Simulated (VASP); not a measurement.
TiSe2:

```
Ti Se
1.0
     3.53600    0.00000    0.00000
    -1.76800    3.06227    0.00000
     0.00000    0.00000    6.00400
Ti Se
1 2
Direct
  0.00000 0.00000 0.00000
  0.33333 0.66667 0.25520
  0.66667 0.33333 0.74480
```

Program: VASP 6.6.1. Alike in all runs: task band structure; cell as given; k mesh 8 × 8 × 4; smearing gaussian 0.02 eV. Hardware: 1 thread of Intel(R) Xeon(R) 6975P-C (Granite Rapids), on a shared host.

Task: Order these runs on this cell by their wall time, lowest first.
A. level PBE; potentials or basis VASP PAW PBE potentials, release 64 (Ti_sv_GW, Se_GW); spin off; cutoff (eV) 450
B. level TB-mBJ; potentials or basis VASP PAW PBE potentials, release 64 (Ti_sv, Se); spin off; cutoff (eV) 520
C. level PBE; potentials or basis VASP PAW PBE potentials, release 64 (Ti_sv, Se); spin non-collinear, zero start, SOC; cutoff (eV) 520

Result: A (47 s), B (150 s), C (320 s).
